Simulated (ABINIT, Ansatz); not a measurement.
**CdTe (F-43m): G0W0 with ABINIT, start to end**

Wanted: ground state, empty states, screening and self-energy for CdTe (F-43m).

Main program and level: ABINIT 10.8.3; PBE and many-body steps on it, plane waves.

**The experiments to reproduce.**

- Gap 1.48 ± 0.02 eV: direct optical gap from Tauc analysis, 1.5 h deposition; UV-vis diffuse reflectance; film (electrodeposited 1.5 h on FTO, Te-rich) (“Electrodeposition of CdTe Thin Films for Solar Energy Water Splitting”, 2020, pmc:7177234).

- Gap 1.592 eV: near-band-edge L1 bound-exciton energy extrapolated to 0 K (Varshni), slightly below the true gap; temperature-dependent photoluminescence; 0 K; bulk crystal (vertical Bridgman single crystal) (“Photoluminescence characteristics of Cd1-xMnxTe single crystals grown by the vertical Bridgman method”, 2012, pmc:3275455).

- Gap 1.32 ± 0.02 eV: direct optical gap from Tauc analysis, 2.5 h deposition; UV-vis diffuse reflectance; film (electrodeposited 2.5 h on FTO, nearly stoichiometric) (“Electrodeposition of CdTe Thin Films for Solar Energy Water Splitting”, 2020, pmc:7177234).

Report form: the programs' logs are mostly left out.

### 1. Set-up

Symmetry: F-43m, No. 216, cubic system. The conventional cell has a = 6.480 Å, b = 6.480 Å, c = 6.480 Å, α = 90.00°, β = 90.00°, γ = 90.00°. Cd has 4 Te at 2.81 Å nearest. Te has 4 Cd at 2.81 Å nearest. Farther neighbours and most contacts between anions are not listed.

Structure file:

```cif
data_structure
_symmetry_space_group_name_H-M 'F-43m'
_symmetry_Int_Tables_number 216
_cell_length_a 6.4800
_cell_length_b 6.4800
_cell_length_c 6.4800
_cell_angle_alpha 90.000
_cell_angle_beta 90.000
_cell_angle_gamma 90.000
_cell_volume 272.10
loop_
_atom_site_label
_atom_site_type_symbol
_atom_site_symmetry_multiplicity
_atom_site_Wyckoff_symbol
_atom_site_fract_x
_atom_site_fract_y
_atom_site_fract_z
_atom_site_occupancy
Cd1 Cd 4 a 0.00000 0.00000 0.00000 1
Te1 Te 4 d 0.25000 0.25000 0.75000 1
```

The cell and positions come from the Crystallography Open Database and are kept as given unless a step says otherwise. Spin-orbit coupling is left out unless a step names it.

### 2. Ground state

This step: ABINIT 10.8.3; DFT, PBE, plane waves, norm-conserving pseudopotentials.

The ground-state density comes first.

run.abi reads:

```
acell 3*1.0 Angstrom
rprim 
  0.000000000000 3.240000000000 3.240000000000
  3.240000000000 0.000000000000 3.240000000000
  3.240000000000 3.240000000000 0.000000000000
ntypat 2
znucl 48 52
natom 2
typat 1 2
xred 
  0.000000000000 0.000000000000 0.000000000000
  0.250000000000 0.250000000000 0.250000000000
pp_dirpath "pseudos"
pseudos "Cd.upf, Te.upf"
ecut 47
ngkpt 6 6 6
nshiftk 1
shiftk 0 0 0
kptopt 1
chksymbreak 0
nband 23
occopt 1
tolvrs 1e-10
nstep 60
prtwf 0
optforces 0
optstress 0
indata_prefix "in"
outdata_prefix "out"
tmpdata_prefix "tmp"
```

The run is started by

```bash
OMP_NUM_THREADS=1 mpirun -n 8 abinit run.abi > log
```

The job ended after 17 s (8 MPI ranks of Arm Neoverse V2, shared host; peak memory 0.79 GiB; 2.2 min of CPU time).

This step gave:

- total energy: -7625.3062 eV
- gap: 0.7714 eV
- k of the valence top: 0, 0, 0
- k of the conduction bottom: 0, 0, 0
- least direct gap: 0.7714 eV

The gap is direct, at Γ.

### 3. Bands along the symmetry lines

Levels along a band path, at the cheap level, show where the edges lie and whether the meshes to come will hold them.

run.abi reads:

```
acell 3*1.0 Angstrom
rprim 
  0.000000000000 3.240000000000 3.240000000000
  3.240000000000 0.000000000000 3.240000000000
  3.240000000000 3.240000000000 0.000000000000
ntypat 2
znucl 48 52
natom 2
typat 1 2
xred 
  0.000000000000 0.000000000000 0.000000000000
  0.250000000000 0.250000000000 0.250000000000
pp_dirpath "pseudos"
pseudos "Cd.upf, Te.upf"
ecut 47
iscf -2
irdden 1
kptopt 0
nkpt 50
kpt 
  0.00000000 0.00000000 0.00000000
  -0.06250000 -0.06250000 0.00000000
  -0.12500000 -0.12500000 0.00000000
  -0.18750000 -0.18750000 0.00000000
  -0.25000000 -0.25000000 0.00000000
  -0.31250000 -0.31250000 0.00000000
  -0.37500000 -0.37500000 0.00000000
  -0.43750000 -0.43750000 0.00000000
  -0.50000000 -0.50000000 0.00000000
  -0.48437500 -0.48437500 0.03125000
  -0.46875000 -0.46875000 0.06250000
  -0.45312500 -0.45312500 0.09375000
  -0.43750000 -0.43750000 0.12500000
  -0.42187500 -0.42187500 0.15625000
  -0.40625000 -0.40625000 0.18750000
  -0.39062500 -0.39062500 0.21875000
  -0.37500000 -0.37500000 0.25000000
  -0.37500000 0.00000000 0.37500000
  -0.32812500 0.00000000 0.32812500
  -0.28125000 0.00000000 0.28125000
  -0.23437500 0.00000000 0.23437500
  -0.18750000 0.00000000 0.18750000
  -0.14062500 0.00000000 0.14062500
  -0.09375000 0.00000000 0.09375000
  -0.04687500 0.00000000 0.04687500
  0.00000000 0.00000000 0.00000000
  0.00000000 0.00000000 0.06250000
  0.00000000 0.00000000 0.12500000
  0.00000000 0.00000000 0.18750000
  0.00000000 0.00000000 0.25000000
  0.00000000 0.00000000 0.31250000
  0.00000000 0.00000000 0.37500000
  0.00000000 0.00000000 0.43750000
  0.00000000 0.00000000 0.50000000
  -0.06250000 -0.03125000 0.46875000
  -0.12500000 -0.06250000 0.43750000
  -0.18750000 -0.09375000 0.40625000
  -0.25000000 -0.12500000 0.37500000
  -0.31250000 -0.15625000 0.34375000
  -0.37500000 -0.18750000 0.31250000
  -0.43750000 -0.21875000 0.28125000
  -0.50000000 -0.25000000 0.25000000
  -0.50000000 -0.28125000 0.21875000
  -0.50000000 -0.31250000 0.18750000
  -0.50000000 -0.34375000 0.15625000
  -0.50000000 -0.37500000 0.12500000
  -0.50000000 -0.40625000 0.09375000
  -0.50000000 -0.43750000 0.06250000
  -0.50000000 -0.46875000 0.03125000
  -0.50000000 -0.50000000 0.00000000
istwfk *1
nband 25
nbdbuf 2
tolwfr 1e-08
nstep 40
prtwf 0
prtvol 0
indata_prefix "in"
outdata_prefix "out"
tmpdata_prefix "tmp"
```

Run time: 24 s. Hardware: 8 MPI ranks; peak memory 0.7 GiB; 3.2 min of CPU time.

Numbers from this step:

| Quantity | Value |
| --- | --- |
| gap | 0.7714 eV |
| k of the valence top | 0, 0, 0 |
| k of the conduction bottom | 0, 0, 0 |
| least direct gap | 0.7714 eV |

The gap is 0.771 eV, as in the run before at this level.

Electronic bands along the path, in eV, zero at the top of the highest filled band:

```csv
point,band 15,band 16,band 17,band 18,band 19,band 20,band 21,band 22
Γ,-8.02,0.00,0.00,0.00,0.77,4.63,4.63,4.63
halfway,-7.99,-2.66,-1.08,-1.08,2.95,3.34,6.50,6.50
X,-7.53,-4.30,-1.86,-1.86,2.62,2.68,8.83,9.18
halfway,-7.50,-4.27,-2.15,-1.78,2.72,3.26,8.11,8.52
U,-7.48,-4.20,-2.55,-1.54,2.91,4.53,7.37,7.49
jump to K,-7.48,-4.20,-2.55,-1.54,2.91,4.53,7.37,7.49
halfway,-7.96,-3.01,-1.49,-0.45,2.83,4.90,5.34,5.46
Γ,-8.02,0.00,0.00,0.00,0.77,4.63,4.63,4.63
halfway,-8.02,-2.72,-0.43,-0.43,2.00,5.18,5.18,5.37
L,-7.66,-4.42,-0.77,-0.77,1.83,5.21,5.21,7.10
halfway,-7.57,-4.23,-2.06,-1.26,3.24,4.61,6.00,7.21
W,-7.44,-4.18,-2.32,-2.19,4.26,4.69,5.59,6.33
halfway,-7.48,-4.24,-2.10,-2.04,3.32,3.32,7.49,7.57
X,-7.53,-4.30,-1.86,-1.86,2.62,2.68,8.83,9.18
```

### 4. Empty states on the mesh, 4×4×4 mesh, 163 bands

The sums over transitions need many empty states on a uniform mesh; this step solves for them.

run.abi reads:

```
acell 3*1.0 Angstrom
rprim 
  0.000000000000 3.240000000000 3.240000000000
  3.240000000000 0.000000000000 3.240000000000
  3.240000000000 3.240000000000 0.000000000000
ntypat 2
znucl 48 52
natom 2
typat 1 2
xred 
  0.000000000000 0.000000000000 0.000000000000
  0.250000000000 0.250000000000 0.250000000000
pp_dirpath "pseudos"
pseudos "Cd.upf, Te.upf"
ecut 47
ngkpt 4 4 4
nshiftk 1
shiftk 0 0 0
kptopt 1
chksymbreak 0
iscf -2
irdden 1
istwfk *1
nband 163
nbdbuf 14
tolwfr 1e-09
nstep 60
prtvol 0
indata_prefix "in"
outdata_prefix "out"
tmpdata_prefix "tmp"
```

Run time: 47 s. Hardware: 8 MPI ranks; peak memory 0.82 GiB; 6.3 min of CPU time.

Numbers from this step:

| Quantity | Value |
| --- | --- |
| gap | 0.7714 eV |
| k of the valence top | 0, 0, 0 |
| k of the conduction bottom | 0, 0, 0 |
| least direct gap | 0.7714 eV |
| k points computed | 8 |
| lowest point of the top converged band, above the valence top | 80.6409 eV |

On this mesh the gap is 0.771 eV.

### 5. Screening, 4×4×4 mesh, 149 bands, screening to 149.7 eV

The RPA dielectric matrix is built and inverted for each q.

This step: RPA screening on PBE, plane waves, norm-conserving pseudopotentials.

run.abi: that of step 4 with these lines changed.

```diff
@@ -20,10 +20,11 @@
 chksymbreak 0
-iscf -2
-irdden 1
 istwfk *1
-nband 163
-nbdbuf 14
-tolwfr 1e-09
-nstep 60
-prtvol 0
+occopt 1
+irdwfk 1
+optdriver 3
+nband 149
+ecuteps 5.5
+inclvkb 2
+awtr 1
+symchi 1
 indata_prefix "in"
```

Elapsed: 47 s, on 8 MPI ranks; peak memory 2.7 GiB; 6.2 min of CPU time.

Numbers from this step:

```yaml
eps_infinity_with_local_fields_on_this_mesh_along_the_program_s_q_direction: 28.47
the_same_without_local_fields: 29.83
plasma_frequency: 27.01 eV
plane_waves_in_the_screening_matrix: 283
```

Local fields lower ε∞ by 5 %.

### 6. Self-energy, 4×4×4 mesh, 149 bands, screening to 149.7 eV

The self-energy is evaluated for the states that the input lists, and the levels follow from it, in one-shot runs by the linearised quasiparticle equation.

This step: G0W0 on PBE, plane waves, norm-conserving pseudopotentials.

run.abi: that of step 5 with these lines changed.

```diff
@@ -23,8 +23,15 @@
 irdwfk 1
-optdriver 3
+optdriver 4
 nband 149
+gwcalctyp 0
+ecutsigx 47
+symsigma 1
+nkptgw 1
+kptgw 
+  0.0000000000 0.0000000000 0.0000000000
+bdgw 
+  16 22
 ecuteps 5.5
-inclvkb 2
-awtr 1
-symchi 1
+irdscr 1
+ppmodel 1
 indata_prefix "in"
```

The job ended after 6.5 s (8 MPI ranks; peak memory 2.1 GiB; 51 s of CPU time).

This step gave:

```
G0W0 gap on the points computed              : 1.860 eV
starting gap on the mesh                     : 0.7714 eV
k of the valence top                         : 0, 0, 0
k of the conduction bottom                   : 0, 0, 0
Z at the valence top                         : 0.795
Z at the conduction bottom                   : 0.808
least direct G0W0 gap on the computed points : 1.860 eV
```

The gap on the mesh goes from 0.77 eV to 1.86 eV, a correction of +1.09 eV.

Limits: finite bands, cutoff and mesh; exchange with frozen shells missing; no spin-orbit coupling; coarse k mesh. v1 is the top filled band, c1 the lowest empty one. Levels before and after the correction, in eV, zero at the valence-band top of each column:

```
           conduction bottom  valence top
Kohn-Sham               0.77         0.00
     G0W0               1.86         0.00
```

```
             level  energy (eV)
Kohn-Sham  Γ v3-v1        0.000
Kohn-Sham     Γ c1        0.771
Kohn-Sham  Γ c2-c4        4.626
     G0W0  Γ v3-v1        0.000
     G0W0     Γ c1        1.860
     G0W0  Γ c2-c4        5.873
```

### 7. Where the time went

Times are wall times on 8 MPI ranks of Arm Neoverse V2, shared host, good to a factor of about two.

```
                          step   time  share  memory (GiB)
                  ground state   17 s   12 %          0.79
bands along the symmetry lines   24 s   17 %           0.7
      empty states on the mesh   47 s   33 %          0.82
                     screening   47 s   33 %           2.7
                   self-energy  6.5 s    5 %           2.1
```

### 8. What came out

```
PBE gap              : 0.77 eV, direct
G0W0 gap on the mesh : 1.86 eV
GW settings          : 4×4×4 mesh, 149 bands, screening to 149.7 eV, Godby-Needs plasmon pole
known limits         : not at the basis limit; exchange with frozen shells missing; mesh may overstate the screening; no spin-orbit coupling; coarse k mesh
```

**Reading.** G0W0 moves the gap on the mesh from 0.77 eV to 1.86 eV (+1.09 eV), with Z of 0.80 and 0.81 at the edges. Local fields lower the RPA ε∞ on this mesh from 29.83 to 28.47. Only 1 of the mesh's irreducible points was corrected, so a valley elsewhere could overtake. Against experiment, by G0W0@PBE: the direct gap of 1.86 eV lies +0.38 eV from the measured 1.48 ± 0.02 eV (direct, 2020); the direct gap of 1.86 eV lies +0.27 eV from the measured 1.592 eV (exciton, 0 K, 2012); the direct gap of 1.86 eV lies +0.54 eV from the measured 1.32 ± 0.02 eV (direct, 2020). An exciton line or allowed optical edge lies below the quasiparticle gap by the binding energy; a forbidden edge can push the onset above it. The calculation has static nuclei and no excitons; a measured gap holds zero-point and thermal motion, which mostly lowers it. With atoms this heavy the missing spin-orbit coupling can matter too. Bands and cutoff are finite, so the gap is not at the basis limit. The miss can reach some tenths of an eV and take either sign; the mesh is an error of its own. In the G0W0 run levels were corrected at 1 k point alone, so a gap called «on the mesh» is the least over those, and an edge elsewhere would be missed. The 4×4×4 mesh is coarse for this cell, which bears on the long-range parts of exchange and screening. The norm-conserving file of at least one element keeps a d shell over frozen s and p shells of the same row. Exchange with those shells is missing from the self-energy, an error of 0.3 to 0.9 eV in cases checked, whose sign depends on which edge lies on those atoms. The RPA ε∞ on this mesh reaches over 25; with a narrow direct gap a coarse mesh can overstate it, and the correction is then too small.

[Paths, hosts, dates, memory and timing lines, banners, echoed tables and standing remarks are left out of the program output.]

[Logs are printed without paths, hosts, clocks, repeated set-up lines and the standing remarks that a program may print on its own settings, such as how far it seeks lower states.]

[Runs of the session that timed out or met a known fault of the program may be left out.]

[Hosts, paths, dates, database ids (printed as entryN), source tags and the programs' standing remarks are cut or masked in the printed files.]

[G0W0 gaps are taken among the corrected bands and points alone; a level outside them can change the order at an edge.]

[Where Ansatz stands beside ABINIT at settings called matched, ABINIT's density can come from a denser mesh and the files from another edition; pairs whose starting gaps differed by over 0.03 eV were left out, so agreement reads better than it is.]
